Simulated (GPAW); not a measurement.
# BN in GPAW: a series of runs

The runs below take BN through single point, with PBE.

Program: GPAW 26.7.0. These are calculated values, not measurements. Logs are shortened: lines on timing, memory, paths and dates and some standing lists are left out, and cuts for length are marked. The log counts tension as positive stress, the text compression.

## 1. The cell of the first run

The cell holds a slab with vacuum, 6 atoms: a = 2.502 Å, b = 2.502 Å, c = 21.748 Å, α = 90.00°, β = 90.00°, γ = 120.00°.

## 2. Single point, PBE (the (0 0 1) slab of BN, cut from the database cell, not relaxed)

Input file run.py:

```python
import numpy as np
from ase import Atoms
from ase.dft.bandgap import bandgap
from ase.io import write
from gpaw import GPAW, PW

atoms = Atoms(['B', 'N', 'B', 'N', 'B', 'N'],
              cell=[[2.5022435664, 0, 0.0],
                    [-1.2511217833, 2.167006495, 0.0],
                    [0.0, 0.0, 21.748325]],
              scaled_positions=[[0.6666666667, 0.3333333333, 0.3448541439],
                                [0.3333333333, 0.6666666667, 0.34496708],
                                [0.3333333333, 0.6666666667, 0.4999435314],
                                [0.0, 0.0, 0.5000564675],
                                [0.0, 0.0, 0.6550329189],
                                [0.6666666666, 0.3333333334, 0.655145855]],
              pbc=True)
atoms.pbc = (True, True, False)

calc = GPAW(mode=PW(600),
            xc='PBE',
            kpts={'size': (12, 12, 1), 'gamma': True},
            occupations={'name': 'fermi-dirac', 'width': 0.05},
            nbands=25,
            convergence={'density': 1e-05, 'energy': 1e-05},
            maxiter=150,
            poissonsolver={'dipolelayer': 'xy'},
            txt='gpaw.txt')
atoms.calc = calc
energy = atoms.get_potential_energy()
forces = atoms.get_forces()
calc.write('gs.gpw')
write('result.traj', atoms)
print(f'Energy: {energy:.6f} eV')
print('Forces (eV/A):')
print(forces.round(4))
print('Fermi level:', round(calc.get_fermi_level(), 4), 'eV')
print(f'Gap: {bandgap(calc)[0]:.4f} eV, direct: {bandgap(calc, direct=True)[0]:.4f} eV')

v = calc.get_electrostatic_potential().mean(axis=(0, 1))
z = np.arange(len(v)) * atoms.cell[2, 2] / len(v)
ef = calc.get_fermi_level()
np.savetxt('planar.dat', np.c_[z, v], fmt='%.4f')
below, above = np.interp([1.5, atoms.cell[2, 2] - 1.5], z, v) - ef
print(f'Work functions: bottom {below:.4f} eV, top {above:.4f} eV')
print('Dipole moment:', *calc.get_dipole_moment().round(5), 'e A')
```

Potentials or basis: GPAW PAW data sets (gpaw-data 1.2.1), pw.

Started as:

```bash
> OMP_NUM_THREADS=1 python run.py
```

gpaw.txt:

```text
__  _  _
 | _ |_)|_||  |
 |__||  | ||/\| - 26.7.0

Input parameters:
  mode=PW(ecut=600.0),
  convergence={'density': 1e-05, 'energy': 1e-05},
  kpts=MonkhorstPack(size=(12, 12, 1), gamma=True),
  maxiter=150,
  nbands=25,
  occupations=Occupations(name='fermi-dirac', width=0.05),
  poissonsolver=PoissonSolver(dipolelayer='xy'),
  xc=XC(name='PBE')

Diagonalizing LCAO Hamiltonian
Converting LCAO to pw mode

       B   N

       NB

        N  B

Atoms  # Å, Bohr magnetons
|   | symbol |         x |        y |         z |    initial magnetic moments |
|---|--------|-----------|----------|-----------|-----------------------------|
| 0 |      B |  1.251122 | 0.722335 |  7.500000 | ( 0.0000,  0.0000,  0.0000) |
| 1 |      N | -0.000000 | 1.444671 |  7.502456 | ( 0.0000,  0.0000,  0.0000) |
| 2 |      B | -0.000000 | 1.444671 | 10.872934 | ( 0.0000,  0.0000,  0.0000) |
| 3 |      N |  0.000000 | 0.000000 | 10.875391 | ( 0.0000,  0.0000,  0.0000) |
| 4 |      B |  0.000000 | 0.000000 | 14.245869 | ( 0.0000,  0.0000,  0.0000) |
| 5 |      N |  1.251122 | 0.722335 | 14.248325 | ( 0.0000,  0.0000,  0.0000) |

Unit cell  # Å
| periodic |         x |        y |         z |   lengths |     angles |
|----------|-----------|----------|-----------|-----------|------------|
|      yes |  2.502244 | 0.000000 |  0.000000 |  2.502244 |  90.000000 |
|      yes | -1.251122 | 2.167006 |  0.000000 |  2.502244 |  90.000000 |
|       no |  0.000000 | 0.000000 | 21.748325 | 21.748325 | 120.000000 |

Number of symmetries: 6
Symmetry operations  # r_c * U_cc + t_c -> r_c
|   | kind |            matrix            |
|---|------|------------------------------|
| 0 |  σ   |  1, 1, 0,  0,-1, 0,  0, 0, 1 |
| 1 |  E   |  1, 0, 0,  0, 1, 0,  0, 0, 1 |
| 2 |  C3  |  0, 1, 0, -1,-1, 0,  0, 0, 1 |
| 3 |  σ   |  0,-1, 0, -1, 0, 0,  0, 0, 1 |
| 4 |  σ   | -1, 0, 0,  1, 1, 0,  0, 0, 1 |
| 5 |  C3  | -1,-1, 0,  1, 0, 0,  0, 0, 1 |

BZ-sampling:
  Number of BZ points: 144
  Number of IBZ points: 19

  Monkhorst-Pack size: [12, 12, 1]
  Monkhorst-Pack shift: [0.041666666666666664, 0.041666666666666664, 0.0]

K-points  # in reciprocal-cell coordinates
|     |                                coordinates |     weight |
|-----|--------------------------------------------|------------|
|   0 | ( -0.00000000,  -0.00000000,   0.00000000) | 0.00694444 |
|   1 | (  0.08333333,  -0.00000000,   0.00000000) | 0.04166667 |
|   2 | (  0.16666667,  -0.08333333,   0.00000000) | 0.04166667 |
|   3 | (  0.16666667,  -0.00000000,   0.00000000) | 0.04166667 |
|   4 | (  0.25000000,  -0.08333333,   0.00000000) | 0.08333333 |
|   5 | (  0.25000000,  -0.00000000,   0.00000000) | 0.04166667 |
|   6 | (  0.33333333,  -0.16666667,   0.00000000) | 0.04166667 |
|   7 | (  0.33333333,  -0.08333333,   0.00000000) | 0.08333333 |
|   8 | (  0.33333333,  -0.00000000,   0.00000000) | 0.04166667 |
|   9 | (  0.33333333,   0.33333333,   0.00000000) | 0.01388889 |
| ... |                                            |            |
|  18 | (  0.50000000,   0.50000000,   0.00000000) | 0.02083333 |

Plane wave coefficients: 3999
Cutoff: 600.0 eV

Spin-components: 1 (collinear spins)
Bands:           25
Projectors:      30
Spin-degeneracy: 2
Datatype:        complex128

Parallelization:
  kpt:    1
  domain: 1
  band:   1

Density:
  Valence electrons: 24.0
  Components: 1
  Grid points: [ 15  15 125]
  Charge: 0.0  # |e|

Potential:
  Grid points: [ 15  15 125]

species:
  B:
    name:    Boron
    Z:       5.0
    valence: 3
    core:    2
    charge:  0.0  # [|e|]
    compensation charges:
      type: gauss
      rc: 0.20  # [Å]
      lmax: 2
    cutoffs:
      filter: 1.14  # [Å]
      core: 1.38  # [Å]
    projectors
    | kind |    occ | energy [eV] | rcut [Å] |
    |------|--------|-------------|----------|
    |   2s |  2.000 |      -9.443 |    0.635 |
    |   2p |  1.000 |      -3.606 |    0.635 |
    |    s |        |      17.768 |    0.635 |
    |    p |        |      23.605 |    0.635 |
    |    d |        |       0.000 |    0.635 |

    Using partial waves for B as LCAO basis

  N:
    name:    Nitrogen
    Z:       7.0
    valence: 5
    core:    2
    charge:  0.0  # [|e|]
    compensation charges:
      type: gauss
      rc: 0.18  # [Å]
      lmax: 2
    cutoffs:
      filter: 1.11  # [Å]
      core: 0.96  # [Å]
    projectors
    | kind |    occ | energy [eV] | rcut [Å] |
    |------|--------|-------------|----------|
    |   2s |  2.000 |     -18.583 |    0.603 |
    |   2p |  3.000 |      -7.089 |    0.529 |
    |    s |        |       8.629 |    0.603 |
    |    p |        |      20.123 |    0.529 |
    |    d |        |       0.000 |    0.577 |

    Using partial waves for N as LCAO basis

Reference energy: -6453.633214  # eV

eigensolver:
  PPCG
  Converge bands: occupied
  niter=2

density mixing:
  MSR1-Mixer
  Pratt-step length: 0.05
  Maximum mixing coefficient: 0.75
  Old densities: 10
  SVD Regularization: 0.005
  Good broyden scale: 1.0
  Trust region scale: 1.0
  Backstep threshold: 4.0
  History deletion threshold: 6.0
  Fourier metric: weight=20.0, sigma=0.015

occupation numbers:
  Fermi-Dirac:
    width: 0.0500  # eV

<gpaw.new.pw.poisson.DipoleLayerPWPoissonSolver object>
xc functional:
  name: PBE with 2 nearest neighbor stencil

convergence criteria:
- Maximum integral of absolute [dens]ity change: 1e-05 electrons / valence electron
- Maximum [total energy] change in last 3 cyles: 1e-05 eV / valence electron
- Maximum integral of absolute [eigenst]ate change: 4e-08 eV^2 / valence electron
maximum number of iterations: 150

SCF iterations
|iter     | |      energy | eigst |  dens |
|---------|-|-------------|-------|-------|
|iter:   1| |  -57.037552 | +0.47 |       |
|iter:   2| |  -56.108651 | -1.12 | -0.65 |
|iter:   3| |  -52.440219 | -0.67 | -0.69 |
|iter:   4| |  -52.371748 | -1.95 | -1.32 |
|iter:   5| |  -52.369944 | -2.80 | -1.69 |
|iter:   6| |  -52.370641 | -3.89 | -2.29 |
|iter:   7| |  -52.370557 | -4.92 | -3.03 |
|iter:   8| |  -52.370558c| -6.06 | -3.60 |
|iter:   9| |  -52.370558c| -6.97 | -4.04 |
|iter:  10| |  -52.370558c| -8.03c| -4.38 |
|iter:  11| |  -52.370558c| -8.41c| -5.30c|

Converged in 11 steps
Energy contributions relative to reference atoms: (reference = -6453.633214)

Energy contributions:
  Kinetic:          50.225554
  Coulomb:         -50.192220
  Zero:             -0.007642
  External:          0.000000
  Xc:              -52.396251
  Entropy:          -0.000000
  Spinorbit:         0.000000
  ----------------------------
  Free energy:     -52.370558
  Extrapolated:    -52.370558

dipole moment: (-5.005959, -8.701659, -0.007638)  # |e|*Ang

Fermi level: -0.203
Eigenvalues  # (at kpt = [-0.000, -0.000, 0.000])
| band index |      eig [eV] | occ [0-2] |
|------------|---------------|-----------|
|          0 |       -19.150 |     2.000 |
|        ... |               |           |
|          4 |        -6.577 |     2.000 |
|          5 |        -5.850 |     2.000 |
|          6 |        -2.737 |     2.000 |
|          7 |        -2.737 |     2.000 |
|          8 |        -2.633 |     2.000 |
|          9 |        -2.633 |     2.000 |
[... 8 lines left out ...]
|         18 |         7.886 |     0.000 |
|         19 |         9.746 |     0.000 |
|        ... |               |           |
|         24 |        10.448 |     0.000 |

Gap: 4.303 eV
Transition (v -> c):
  (s=0, k=9, n=11, [0.33, 0.33, 0.00]) -> (s=0, k=18, n=12, [0.50, 0.50, 0.00])
Direct/indirect transitions are different
Direct gap: 4.425 eV
Transition at: (s=0, k=9, n=11, [0.33, 0.33, 0.00])
vacuum-level: 4.534  # V
Workfunctions: 4.864, 4.609 eV (top, bottom)

Forces  # eV/Ang
|       x |       y |        z |
|---------|---------|----------|
| 0.00000 | 0.00000 |  0.00202 |  # B    0
| 0.00000 | 0.00000 | -0.10635 |  # N    1
| 0.00000 | 0.00000 |  0.02690 |  # B    2
| 0.00000 | 0.00000 | -0.02600 |  # N    3
| 0.00000 | 0.00000 |  0.05989 |  # B    4
| 0.00000 | 0.00000 |  0.04298 |  # N    5

# Writing to gs.gpw (mode='')
```

Wall time 34 s (1 thread of Intel Xeon Platinum 8259CL at 2.50GHz (Skylake/Cascade Lake), shared host); peak memory 0.21 GiB.

What came out:

```yaml
Free_energy: -52.3706 eV
Largest_force: 0.106 eV/Å
Band_gap_on_the_k_mesh: 4.30 eV, indirect (least direct gap 4.43 eV)
Dipole_across_the_slab: -0.01 e·Å
Ionisation_potential_of_the_upper_face: 5.85 eV
Electron_affinity_of_the_upper_face: 1.55 eV
Work_function_of_the_upper_face: 4.86 eV
Work_function_of_the_lower_face: 4.61 eV
```

Forces on the atoms (eV/Å):
```
B    0.000  0.000  0.002
N    0.000  0.000 -0.106
B    0.000  0.000  0.027
N    0.000  0.000 -0.026
B    0.000  0.000  0.060
N    0.000  0.000  0.043
```

Levels at points of the mesh, in eV from the valence-band top:
```tsv
k point	band 8	band 9	band 10	band 11	band 12	band 13	band 14	band 15	band 16	band 17
(0.00, 0.00, 0.00)	-1.55	-1.45	-1.45	-1.32	-1.32	4.66	5.05	5.71	6.70	7.05
(0.50, 0.50, 0.00)	-4.25	-4.12	-1.28	-1.05	-0.81	4.30	4.74	5.07	9.58	9.70
```

Caveat: the Fermi level lies in a gap; these data sets are soft for forces on short bonds.

## 3. Single point, PBE (the (0 0 1) slab of BN, cut from the database cell, not relaxed)

Changes to run.py since step 2:

```diff
@@ -6,12 +6,14 @@
 
-atoms = Atoms(['B', 'N', 'B', 'N', 'B', 'N'],
+atoms = Atoms(['B', 'N', 'B', 'N', 'B', 'N', 'B', 'N'],
               cell=[[2.5022435664, 0, 0.0],
                     [-1.2511217833, 2.167006495, 0.0],
-                    [0.0, 0.0, 21.748325]],
-              scaled_positions=[[0.6666666667, 0.3333333333, 0.3448541439],
-                                [0.3333333333, 0.6666666667, 0.34496708],
-                                [0.3333333333, 0.6666666667, 0.4999435314],
-                                [0.0, 0.0, 0.5000564675],
-                                [0.0, 0.0, 0.6550329189],
-                                [0.6666666666, 0.3333333334, 0.655145855]],
+                    [0.0, 0.0, 25.121259]],
+              scaled_positions=[[0.6666666667, 0.3333333333, 0.2985519157],
+                                [0.3333333333, 0.6666666667, 0.2986496883],
+                                [0.3333333333, 0.6666666667, 0.4328180528],
+                                [0.0, 0.0, 0.4329158254],
+                                [0.0, 0.0, 0.5670841898],
+                                [0.6666666666, 0.3333333334, 0.5671819624],
+                                [0.6666666666, 0.3333333334, 0.7013503268],
+                                [0.3333333333, 0.6666666667, 0.7014480994]],
               pbc=True)
@@ -23,3 +25,3 @@
             occupations={'name': 'fermi-dirac', 'width': 0.05},
-            nbands=25,
+            nbands=32,
             convergence={'density': 1e-05, 'energy': 1e-05},
```

Potentials or basis: GPAW PAW data sets (gpaw-data 1.2.1), pw.

Started as:

```bash
> OMP_NUM_THREADS=1 python run.py
```

It took 50 s on 1 thread of Intel Xeon Platinum 8259CL at 2.50GHz (Skylake/Cascade Lake), shared host; peak memory 0.24 GiB.

The run converged. Its results:

* Free energy: -69.8186 eV
* Largest force: 0.086 eV/Å
* Band gap on the k mesh: 4.16 eV, indirect (least direct gap 4.30 eV)
* Dipole across the slab: -0.01 e·Å
* Ionisation potential of the upper face: 5.85 eV
* Electron affinity of the upper face: 1.69 eV
* Work function of the upper face: 4.85 eV
* Work function of the lower face: 4.48 eV

Forces in eV/Å, atoms in the order of the input:
```
B    0.000  0.000  0.003
N    0.000  0.000 -0.086
B    0.000  0.000  0.027
N    0.000  0.000 -0.043
B    0.000  0.000  0.029
N    0.000  0.000 -0.013
B    0.000  0.000  0.060
N    0.000  0.000  0.022
```

Levels at points of the mesh, in eV from the valence-band top:
| k point | band 14 | band 15 | band 16 | band 17 | band 18 | band 19 |
| --- | --- | --- | --- | --- | --- | --- |
| (0.00, 0.00, 0.00) | -1.45 | -1.32 | -1.32 | 4.57 | 4.96 | 5.55 |
| (0.50, 0.50, 0.00) | -1.22 | -1.03 | -0.81 | 4.16 | 4.51 | 4.83 |

Caveat: the Fermi level lies in a gap; these data sets are soft for forces on short bonds.
